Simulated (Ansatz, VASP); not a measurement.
# WS2: VASP beside Ansatz

One calculation is typed for both programs; each brings its own data sets. How far apart do they land? The structure shown is the end of the Ansatz relaxation below.

Program: Ansatz 0.2.0. Level of theory: plane waves, with VASP 6.6.1 beside it; single point at PBE with D3(BJ). Results are calculated unless marked as measured.

## 1. The starting structure

The cell holds 3 atoms: 1 W and 2 S. Its edges and angles: a = 3.159 Å, b = 3.159 Å, c = 18.142 Å, α = 90.0°, β = 90.0°, γ = 120.0°. Vacuum lies along c.

## 2. Ansatz: relaxation, PBE with D3(BJ)

Ansatz runs on its PAW soft_1 files.

This run makes the geometry at which the two programs are then compared.

Input file input.yaml:

```yaml
crystal:
  lattice:
    - [3.1532, 0.0, 0.0]
    - [-1.5766, 2.7307513, 0.0]
    - [0.0, 0.0, 18.142365]
  atoms:
    - { symbol: W, position: [0.66666667, 0.33333333, 0.5] }
    - { symbol: S, position: [0.33333333, 0.66666667, 0.41339704] }
    - { symbol: S, position: [0.33333333, 0.66666667, 0.58660296] }
kpoints:
  mp_grid: { grid: [12, 12, 2] }
scf:
  occupations: { method: fermi_dirac, width: 0.02 }
hamiltonian:
  xc: pbe
  pseudopotentials: { kind: paw, azcp: { folder: soft_1 } }
  dispersion: d3bj
basis:
  ecutwfc: 600
output:
  forces: true
  stress: true
relax:
  f_tol: 0.005
  max_steps: 70
  cell: { stress_tol: 0.02, p_target: 0, fix: [c, alpha, beta, gamma] }
```

The run is started by

```console
$ ansatz run input.yaml --threads 4 --pin off --max-ram 10240MiB --backend cpu --events-out ev --progress --plain --runs-dir out
```

Numbers of over 12 decimals in the logs are rounded to 6 here.

The log of the run:

```text
Warning: crystal.symmetry: narrowed to the stabiliser of the fixed cell quantities (relax.cell.fix) — unitary ops 12 → 4. The narrowing is safe, since a smaller group never makes results wrong: the run goes on under it, on as many k-points as the starting group would need, or more. Excluded: 8 operations that would move a fixed cell quantity at a test strain (relax.cell.fix fixes c, alpha, beta, gamma). The cell can leave their symmetry as it relaxes.
Engine: ansatz 0.2.0, aarch64-unknown-linux-gnu
Pseudopotentials: kind: paw
Pseudopotential: W, paw, valence charge 14, recommended cutoff 420 eV (normal), soft_1/W.paw.azcp
Pseudopotential: S, paw, valence charge 6, recommended cutoff 420 eV (normal), soft_1/S.paw.azcp
Functional definition: PBE
  parameter kappa = 0.804
  parameter beta = 0.066725
  exchange = pbe_x(kappa = kappa, mu = beta*pi^2/3)
  correlation = pbe_c(beta = beta)
Crystal: 3 atoms, lattice volume = 156.217 Å³
Basis set: ecut = 600 eV, 5221 PW (Γ), exchange–correlation on 54×54×300 points (8 copies of the dense FFT grid, shifted against one another)
Bands: 17, of which v1, the nominal top of the filled ones, is band 13 counted from 1 (12 counted from 0)
Symmetry: 4 space group operations
k-points: 86 of 288 (time reversal used)
Non-local potential: W, projectors of the file, l = 0: 3, l = 1: 2, l = 2: 2, l = 3: 1
Non-local potential: S, projectors of the file, l = 0: 2, l = 1: 2, l = 2: 1
PAW form: soft (Blöchl's): semilocal exchange-correlation on the pseudo side does not see the compensation charge
PAW one-centre angular grid: W, 590 points (default); XC on 64 Gauss nodes
PAW one-centre angular grid: S, 110 points (default); XC on 64 Gauss nodes
Initial density: superposition of atomic densities (neutral atoms: chi_scale 0, normalization atom)
Initial wavefunctions: pseudopotential atomic-orbital guess
Functional: x = pbe(κ = 0.804, μ = 0.219515), c = pbe(β = 0.066725)
SCF iter   1: F=—  HF=-12193.880668 eV  |F-HF|=—  |Δ(HF+E_count)|=         —  Δρ=2.77e-2  dr2=1.37e0  ethr=3.10e-3  ⟨swp⟩=11.6  Hψ=12382  notcnv=0
preconditioner: auto → none  [insulator: Δε(μ)=1.920 eV  Ē_g=9.130 eV  σ=0.020 eV  W_gap=1.00  n_scr=10 (ndim 8)  ℏωp=12.6 eV  f_vac=0.622  D(μ)=0.00/eV (n_scr^D=0)  ε∞_Penn≈2.9]
SCF iter   2: F=—  HF=-12193.498952 eV  |F-HF|=—  |Δ(HF+E_count)|=   3.82e-1  Δρ=1.20e-2  dr2=2.37e-1  ethr=3.10e-3  ⟨swp⟩=4.0  Hψ=4429  notcnv=0
SCF iter   3: F=—  HF=-12193.522449 eV  |F-HF|=—  |Δ(HF+E_count)|=   2.35e-2  Δρ=9.68e-3  dr2=4.05e-1  ethr=9.10e-4  ⟨swp⟩=3.2  Hψ=2859  notcnv=0
SCF iter   4: F=—  HF=-12193.462637 eV  |F-HF|=—  |Δ(HF+E_count)|=   5.98e-2  Δρ=4.47e-3  dr2=2.55e-2  ethr=9.10e-4  ⟨swp⟩=3.0  Hψ=2997  notcnv=0
SCF iter   5: F=—  HF=-12193.459172 eV  |F-HF|=—  |Δ(HF+E_count)|=   3.46e-3  Δρ=7.03e-4  dr2=5.63e-4  ethr=9.82e-5  ⟨swp⟩=2.1  Hψ=2374  notcnv=0
SCF iter   6: F=—  HF=-12193.459152 eV  |F-HF|=—  |Δ(HF+E_count)|=   1.96e-5  Δρ=1.15e-4  dr2=2.68e-5  ethr=2.17e-6  ⟨swp⟩=3.0  Hψ=2874  notcnv=0
SCF iter   7: F=—  HF=-12193.459173 eV  |F-HF|=—  |Δ(HF+E_count)|=   2.12e-5  Δρ=3.61e-5  dr2=2.35e-6  ethr=1.03e-7  ⟨swp⟩=2.2  Hψ=2331  notcnv=0
SCF iter   8: F=-12193.459173 eV  HF=-12193.459173 eV  |F-HF|=6.58e-9  |Δ(HF+E_count)|=   2.82e-7  Δρ=6.29e-6  dr2=3.60e-8  ethr=3.85e-10  ⟨swp⟩=4.9  Hψ=7732  notcnv=0
SCF 1 converged in 8 iterations: F = -12193.459173 eV  dr2 = 3.60e-8
  greatest PAW one-centre occupation: 0.999 electrons in one spin orbital (limit 2), on the W atom at site 0 (counted from 0), in its partial waves of l = 0
relax step   1: F+E_penalty+E_count = -12193.45917306 eV  Δ(F+E_penalty+E_count) = +0.000e0 eV  max|allowed force component| = 1.429e-1 eV/Å  Δτ_max = 0.0000 Å  P = +0.394 GPa  Ω = 156.217 Å³  fix = [c, alpha, beta, gamma]  reactions: c +0.451 GPa; gamma -0.000 GPa/rad  (8 SCF iters, dr2 threshold 1.00e-7 eV, accepted)
[...]
relax step   2: F+E_penalty+E_count = -12193.46042519 eV  Δ(F+E_penalty+E_count) = -1.252e-3 eV  max|allowed force component| = 4.972e-2 eV/Å  Δτ_max = 0.0070 Å  P = -0.115 GPa  Ω = 156.927 Å³  energy of the carried Pulay correction = -6.252e-6 eV  fix = [c, alpha, beta, gamma]  reactions: c -0.170 GPa; gamma +0.000 GPa/rad  (5 SCF iters, dr2 threshold 3.00e-7 eV, accepted)
[...]
relax step   3: F+E_penalty+E_count = -12193.46055147 eV  Δ(F+E_penalty+E_count) = -1.263e-4 eV  max|allowed force component| = 5.162e-3 eV/Å  Δτ_max = 0.0027 Å  P = -0.010 GPa  Ω = 156.910 Å³  energy of the carried Pulay correction = -6.094e-6 eV  fix = [c, alpha, beta, gamma]  reactions: c +0.007 GPa; gamma +0.000 GPa/rad  (5 SCF iters, dr2 threshold 1.55e-7 eV, accepted)
[...]
relax step   4: F+E_penalty+E_count = -12193.46055888 eV  Δ(F+E_penalty+E_count) = -7.411e-6 eV  max|allowed force component| = 1.553e-4 eV/Å  Δτ_max = 0.0007 Å  P = +0.004 GPa  Ω = 156.798 Å³  energy of the carried Pulay correction = -5.118e-6 eV  fix = [c, alpha, beta, gamma]  reactions: c -0.010 GPa; gamma -0.000 GPa/rad  (5 SCF iters, dr2 threshold 1.67e-9 eV, accepted)
[...]
relax step   5: F+E_penalty+E_count = -12193.46056360 eV  Δ(F+E_penalty+E_count) = -4.723e-6 eV  max|allowed force component| = 1.497e-4 eV/Å  Δτ_max = 0.0000 Å  P = +0.004 GPa  Ω = 156.798 Å³  fix = [c, alpha, beta, gamma]  reactions: c -0.010 GPa; gamma -0.000 GPa/rad  stress off target by 1.03e-2 GPa on what of the cell is left free  SCF on the basis re-selected at this cell (its energy is not comparable with the rows above)  (6 SCF iters)
basis re-selected at this cell: Δ(F+E_penalty+E_count) = -4.723e-6 eV, ΔP = +0.000 GPa vs the last step (what re-selecting the basis moved, of the pressure what is left beyond the Pulay correction that the steps carried, after the strain that the cell walked since its last selection, with what the two solves' SCF thresholds leave and, on support functions, any second-order correction that the steps lacked; it is no m [...]
SCF converged after 6 iterations
Free energy (F): -12193.460564 eV
Harris-Foulkes:  -12193.460564 eV  (|F-HF|=1.12e-8)
Internal energy: -12193.460564 eV  (E = F + TS)
E sigma→0 (E₀):  -12193.460564 eV
Fermi energy:    0.953251 eV
--- Per-component energies (eV) ---
  E_band       = -474.475310
  E_kinetic    = 634.211392
  E_local      = -13797.863718  (includes V_loc(G=0)·N_el)
  E_nonlocal   = 43.779878
  E_hartree    = 6611.988099
  E_xc         = -445.894210
  E_vxc        = -397.343144  (∫ρ·V_xc dr)
  E_paw        = -9794.678408  (= ΣΔE_a)
  E_vpaw       = -181.236064  (= ΣTr[D̂ρ^β])
  E_aug_tail   = 0.000032  (compensation charges beyond the density's cutoff)
  E_ewald      = 4555.928368
  E_disp       = -0.931997  (pairwise vdW)
  E_smearing   = -0.000000  (= −TS)
  E_closure    = -0.000000  (closes the sum)
  Σ components = -12193.460564   (vs F -12193.460564, Δ=0.00e0)
--- Forces (eV/Å), atoms counted from 1 ---
  atom   1  W      0.00000000    -0.00000000     0.00000000
  atom   2  S     -0.00000000     0.00000000     0.00014966
  atom   3  S     -0.00000000     0.00000000    -0.00014966
  max |Σ_I F_I| component: 1.78e-9 eV/Å
--- Stress (GPa, compression-positive) ---
        0.010330       0.000000       0.000000
        0.000000       0.010330       0.000000
        0.000000       0.000000      -0.009980
  P = ⅓ Tr σ = 0.0036 GPa (0.036 kbar)
--- Relaxed structure (4 steps of the walk, 4 accepted, 1 SCFs on fresh bases) ---
  F+E_penalty+E_count = -12193.46056360 eV   max|allowed force component| = 1.497e-4 eV/Å   (the final SCF, on the basis selected at the relaxed cell)
  cell:  # Å, volume = 156.7983 Å³
    - [3.159064, 0, 0.0]
    - [-1.579532, 2.735830, 0.0]
    - [0.0, 0.0, 18.142365]
  atoms:
    - { symbol: W, position: [0.666667, 0.333333, 0.500000] }
    - { symbol: S, position: [0.333333, 0.666667, 0.413121] }
    - { symbol: S, position: [0.333333, 0.666667, 0.586879] }
```

## 3. VASP: single point, PBE with D3(BJ)

The same cell, functional, mesh and smearing now go to VASP, with its own data sets.

Lines of VASP's logs that name or quote its potential files are left out, and so is its time.

Input file INCAR:

```
SYSTEM = WS2
PREC = Accurate
ENCUT = 600
EDIFF = 1E-06
NELM = 120
ISMEAR = -1
SIGMA = 0.02
LREAL = .FALSE.
ALGO = Normal
GGA = PE
IVDW = 12
NBANDS = 15
LASPH = .TRUE.
LORBIT = 11
LWAVE = .FALSE.
LCHARG = .FALSE.
ISIF = 2
GGA_COMPAT = .FALSE.
EFERMI = MIDGAP
KPAR = 2
```

Input file POSCAR:

```
WS2
1.0
    3.1590643723      0.0000000000      0.0000000000
   -1.5795321861      2.7358299986      0.0000000000
    0.0000000000      0.0000000000     18.1423650000
W S
1 2
Direct
    0.6666666666      0.3333333334      0.5000000000
    0.3333333334      0.6666666666      0.4131213585
    0.3333333334      0.6666666666      0.5868786415
```

Input file KPOINTS:

```
Automatic mesh
0
Gamma
12 12 2
0 0 0
```

The projector-augmented-wave data sets are W and S (PBE family, release 64).

The run is started by

```console
$ mpirun -np 2 vasp_std
```

The log of the run:

```text
[banner, memory and clock lines left out]
running    2 mpi-ranks, on    1 nodes
 distrk:  each k-point on    1 cores,    2 groups
 distr:  one band on    1 cores,    1 groups

 POSCAR found type information on POSCAR W S
 POSCAR found :  2 types and       3 ions
 LDA part: xc-table for (Slater+PW92), standard interpolation
 POSCAR, INCAR and KPOINTS ok, starting setup
 FFT: planning ... GRIDC
 FFT: planning ... GRID_SOFT
 FFT: planning ... GRID
 WAVECAR not read
 entering main loop
       N       E                     dE             d eps       ncg     rms          rms(c)
DAV:   1     0.132429383824E+03    0.13243E+03   -0.70068E+03  1140   0.102E+03
DAV:   2    -0.104909489725E+02   -0.14292E+03   -0.13202E+03  1842   0.195E+02
DAV:   3    -0.248649116381E+02   -0.14374E+02   -0.14203E+02  1630   0.694E+01
DAV:   4    -0.251573116177E+02   -0.29240E+00   -0.29170E+00  1399   0.119E+01
DAV:   5    -0.251658667311E+02   -0.85551E-02   -0.85535E-02  1732   0.193E+00    0.278E+01
DAV:   6    -0.239417880237E+02    0.12241E+01   -0.33982E+00  1717   0.135E+01    0.121E+01
DAV:   7    -0.238003463280E+02    0.14144E+00   -0.11134E+00  1469   0.850E+00    0.608E+00
DAV:   8    -0.237242029118E+02    0.76143E-01   -0.16262E-01  1518   0.349E+00    0.954E-01
DAV:   9    -0.237226771426E+02    0.15258E-02   -0.27523E-02  1644   0.115E+00    0.503E-01
DAV:  10    -0.237206839137E+02    0.19932E-02   -0.76205E-03  1560   0.615E-01    0.212E-01
DAV:  11    -0.237205892644E+02    0.94649E-04   -0.61642E-04  1490   0.201E-01    0.600E-02
DAV:  12    -0.237204101230E+02    0.17914E-03   -0.19289E-04  1518   0.867E-02    0.439E-02
DAV:  13    -0.237203906932E+02    0.19430E-04   -0.84631E-05  1469   0.458E-02    0.244E-02
DAV:  14    -0.237205233870E+02   -0.13269E-03   -0.31488E-05  1406   0.298E-02    0.363E-02
DAV:  15    -0.237205528437E+02   -0.29457E-04   -0.11871E-05  1371   0.189E-02    0.474E-03
DAV:  16    -0.237205827510E+02   -0.29907E-04   -0.54001E-06  1381   0.996E-03    0.104E-02
DAV:  17    -0.237205862298E+02   -0.34788E-05   -0.16166E-06  1377   0.614E-03    0.282E-03
DAV:  18    -0.237206163077E+02   -0.30078E-04   -0.15582E-06  1225   0.430E-03    0.228E-03
DAV:  19    -0.237206264127E+02   -0.10105E-04   -0.43623E-07  1209   0.235E-03    0.100E-03
DAV:  20    -0.237206365119E+02   -0.10099E-04   -0.81907E-07  1114   0.240E-03    0.844E-04
DAV:  21    -0.237206377097E+02   -0.11978E-05   -0.66804E-08  1179   0.949E-04    0.163E-04
DAV:  22    -0.237206382709E+02   -0.56117E-06   -0.27859E-08   997   0.465E-04
   1 F= -.24652532E+02 E0= -.24652532E+02  d E =-.431282E-22
```

From OUTCAR (step 3):

```text
ion  position               nearest neighbor table
   1  0.667  0.333  0.500-   2 2.41   3 2.41   2 2.41   3 2.41   2 2.41   3 2.41
   2  0.333  0.667  0.413-   1 2.41   1 2.41   1 2.41
   3  0.333  0.667  0.587-   1 2.41   1 2.41   1 2.41

  LATTYP: Found a hexagonal cell.
 ALAT       =     3.1590643723
 C/A-ratio  =     5.7429551481

 Subroutine GETGRP returns: Found 12 space group operations
 (whereof 12 operations were pure point group operations)

The static configuration has the point symmetry D_3h.

 Found     38 irreducible k-points:

   k-points           NKPTS =     38   k-points in BZ     NKDIM =     38   number of bands    NBANDS=     15

   dimension x,y,z NGX =    28 NGY =   28 NGZ =  150
   dimension x,y,z NGXF=    56 NGYF=   56 NGZF=  300

   ENCUT  =  600.0 eV  44.10 Ry    6.64 a.u.   6.31  6.31 36.23*2*pi/ulx,y,z

   NELECT =      18.0000    total number of electrons

 k-points in reciprocal lattice and weights: Automatic mesh
   0.00000000  0.00000000  0.00000000       0.003
   0.08333333  0.00000000  0.00000000       0.021
   0.16666667  0.00000000  0.00000000       0.021
   0.25000000  0.00000000  0.00000000       0.021
   0.33333333  0.00000000  0.00000000       0.021
   0.41666667  0.00000000  0.00000000       0.021
   0.50000000  0.00000000  0.00000000       0.010
   0.08333333  0.08333333  0.00000000       0.021
   0.16666667  0.08333333  0.00000000       0.042
[...]
0.33333333  0.25000000  0.50000000       0.042
   0.33333333  0.33333333  0.50000000       0.007

 average (electrostatic) potential at core
       1 -47.4935       2 -93.2574       3 -93.2574

 E-fermi :  -0.8297

 k-point     1 :       0.0000    0.0000    0.0000
  band No.  band energies     occupation
    ...
      5      -4.5953      2.00000
      6      -3.9783      2.00000
      7      -3.3453      2.00000
      8      -3.3453      2.00000
      9      -1.9403      2.00000
     10       1.1544      0.00000
     11       1.1544      0.00000
     12       1.2815      0.00000
     13       1.2815      0.00000
     14       3.2245      0.00000
    ...

 k-point     2 :       0.0833    0.0000    0.0000
  band No.  band energies     occupation
    ...
      5      -4.4799      2.00000
      6      -4.3439      2.00000
      7      -3.5301      2.00000
      8      -3.1890      2.00000
      9      -1.9892      2.00000
     10       0.9846      0.00000
     11       1.0502      0.00000
     12       1.1771      0.00000
     13       1.3681      0.00000
     14       3.4719      0.00000
    ...

 k-point     3 :       0.1667    0.0000    0.0000
  band No.  band energies     occupation
    ...
      5      -4.9828      2.00000
      6      -4.1621      2.00000
      7      -3.9601      2.00000
      8      -3.2126      2.00000
      9      -2.2289      2.00000
     10       0.5518      0.00000
     11       0.9518      0.00000
     12       1.0594      0.00000
     13       1.8546      0.00000
     14       3.9328      0.00000
    ...

 Edisp (eV)   -0.93189

  Total      -0.22226    -0.22226    -0.20344    -0.00000     0.00000     0.00000
  in kB      -2.27109    -2.27109    -2.07881    -0.00000     0.00000     0.00000
  external pressure =       -2.21 kB  Pullay stress =        0.00 kB

  energy-cutoff  :      600.00
  volume of cell :      156.80
      direct lattice vectors                 reciprocal lattice vectors
     3.159064372  0.000000000  0.000000000     0.316549422  0.182759894  0.000000000
    -1.579532186  2.735829999  0.000000000     0.000000000  0.365519788  0.000000000
     0.000000000  0.000000000 18.142365000     0.000000000  0.000000000  0.055119605

 POSITION                                       TOTAL-FORCE (eV/Angst)
 -----------------------------------------------------------------------------------
      1.57953      0.91194      9.07118        -0.000000      0.000000      0.000000
      0.00000      1.82389      7.49500         0.000000     -0.000000      0.059083
      0.00000      1.82389     10.64737         0.000000     -0.000000     -0.059083
 -----------------------------------------------------------------------------------
    total drift:                               -0.000000      0.000000      0.000000

  FREE ENERGIE OF THE ION-ELECTRON SYSTEM (eV)
  ---------------------------------------------------
  free  energy   TOTEN  =       -24.6525315382 eV

  energy  without entropy=      -24.6525315382  energy(sigma->0) =      -24.65253154

 total charge
# of ion       s       p       d       tot
------------------------------------------
    1        0.565   0.715   4.243   5.523
    2        1.359   2.362   0.000   3.720
    3        1.359   2.362   0.000   3.720
--------------------------------------------------
tot          3.283   5.438   4.243  12.964

[... 3 further parts left out ...]
```

This run has no spin polarisation, so a moment on W, if there is one, isn't seen.

## 4. Differences

Known differences besides the potentials themselves: the data sets hold 26 valence electrons in Ansatz (on its PAW soft_1 files) and 18 in VASP; Ansatz's pressure holds a Pulay correction, VASP's none. Total energies have different zeros and are not compared.

Compared:

| quantity | Ansatz | VASP | difference |
| --- | --- | --- | --- |
| pressure (GPa) | 0.00 | -0.22 | +0.22 |
| gap on the k mesh (eV) | 1.922 | 1.915 | +0.007 |

Forces (eV/Å; atoms numbered as in POSCAR):

| atom | Ansatz x, y, z | VASP x, y, z |
| --- | --- | --- |
| W1 | 0.000, 0.000, 0.000 | 0.000, 0.000, 0.000 |
| S2 | 0.000, 0.000, 0.000 | 0.000, 0.000, 0.059 |
| S3 | 0.000, 0.000, 0.000 | 0.000, 0.000, -0.059 |

The forces differ by 28 meV/Å r.m.s., where the r.m.s. force is 0.000 eV/Å in Ansatz and 0.028 eV/Å in VASP: the atoms lie near their places of rest in Ansatz, so a percentage would say little (all taken over all components). A gap on the mesh is an upper bound, since the band edges may lie between its points; neither run holds spin-orbit coupling, which can move the band edges of a compound of W. With vacuum in the cell, a pressure given here is an average over mostly empty space and none of the material.

## 5. Summary of results

```
r.m.s. force difference (single point, PBE with D3(BJ)) : 28 meV/Å
```

In words: The r.m.s. force difference is 28 meV/Å (single point, PBE with D3(BJ)), beyond the 12 meV/Å picked in this series as the mark of a large difference. The data sets hold unlike numbers of valence electrons (26 in Ansatz and 18 in VASP), so part of the differences comes from the potentials. What causes the difference of the single point, PBE with D3(BJ) pair stays open here. How closely two codes agree says nothing of how well the functional describes the real material.

[Lines on the potential files, build, host, timing and source positions are cut from VASP's logs without a mark.]

[Logs are printed without paths, hosts, clocks, repeated set-up lines and the standing remarks that a program may print on its own settings, such as how far it seeks lower states.]

[Hosts, paths, dates, database ids (printed as entryN), source tags and the programs' standing remarks are cut or masked in the printed files.]
